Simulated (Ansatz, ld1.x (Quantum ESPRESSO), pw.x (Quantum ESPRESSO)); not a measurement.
## antimony (Sb): one change to the TM potential, in the atom and in the bcc crystal

```
Element                 : Sb (Z = 51)
Generator               : ld1.x (Quantum ESPRESSO) 7.5
Type                    : norm-conserving Troullier–Martins (Kleinman–Bylander form)
Functional              : PBE
Relativity              : scalar-relativistic
Frozen core             : [Kr] 4d10
Valence charge          : 5
Reference configuration : 5s2 5p3
Partial waves           : 5s (bound): rc 1.85 bohr; 5p (bound): rc 2.45 bohr
Local potential         : all-electron potential smoothed inside 2.05 bohr (lloc = -1)
Core correction         : a·sin(br)/r model core inside 1.65 bohr
```

Change: all radii but the core radius scaled by about 1.06 (s 1.96, p 2.60 bohr); local potential all-electron potential smoothed inside 2.18 bohr (lloc = -1).

Cutoffs, loose and tight: the cutoffs (Ry, on a coarse ladder) from which the occupation-weighted sum of valence levels, in a spherical-Bessel basis at the reference potential, stays within 10 and 1 mRy of its value at 400 Ry. They do not see the model core or the augmentation charge, which bear on the density cutoff. Test errors are all-electron minus pseudo excitation energies from the reference, over the configurations 5s2 5p2; 5s2 5p1; 5s2 5p0; 5s1 5p0; 5s2 5p3.3; 5s1 5p4; 5s2 5p2.5; variants that change the core or the reference have their own tests.

Crystal test: bcc Sb in pw.x 7.5, no spin, 12³ k-points, Fermi–Dirac smearing 0.01 Ry, cutoffs set for each file from its atomic test. The reference is all-electron LAPW (Ansatz 0.2.0) with the same functional, mesh and smearing; V0 and B0 come from Birch–Murnaghan fits to the pressures at five volumes. Errors are pseudo minus all-electron; Δ is the rms difference of the E(V) curves that follow from these fits, minima aligned, over ±6 % about the mean V0. Mesh and smearing are coarse, so the numbers serve the comparison and aren't converged zero-temperature values; the lattice is a test structure that the element need not adopt.

All-electron: a0 = 3.792 Å (V0 = 27.25 Å³/atom), B0 = 60.7 GPa.

Does the change bring the crystal closer to the all-electron result?

The mean pressure error goes from -20.80 to -18.59 GPa, so the change moves the solid closer to the all-electron pressures. Neither pressure curve crosses zero within the volumes sampled, so no fits are given.

| quantity | base | changed |
| --- | --- | --- |
| outcome (atom) | generated | generated |
| cutoff, loose (atom) | 21 Ry | 21 Ry |
| cutoff, tight (atom) | 35 Ry | 35 Ry |
| bound ghosts (atom) | none | none |
| largest test error (meV) (atom) | -427 | -463 |
| cutoffs in pw.x (Ry) | 50/200 | 50/200 |
| mean pressure error (GPa) | -20.80 | -18.59 |

Base: This is a poor potential for the solid. The pseudo pressure rises with volume over the whole range, a mechanical instability. Changed file: This is a poor potential for the solid. The pseudo pressure rises with volume over the whole range, a mechanical instability.
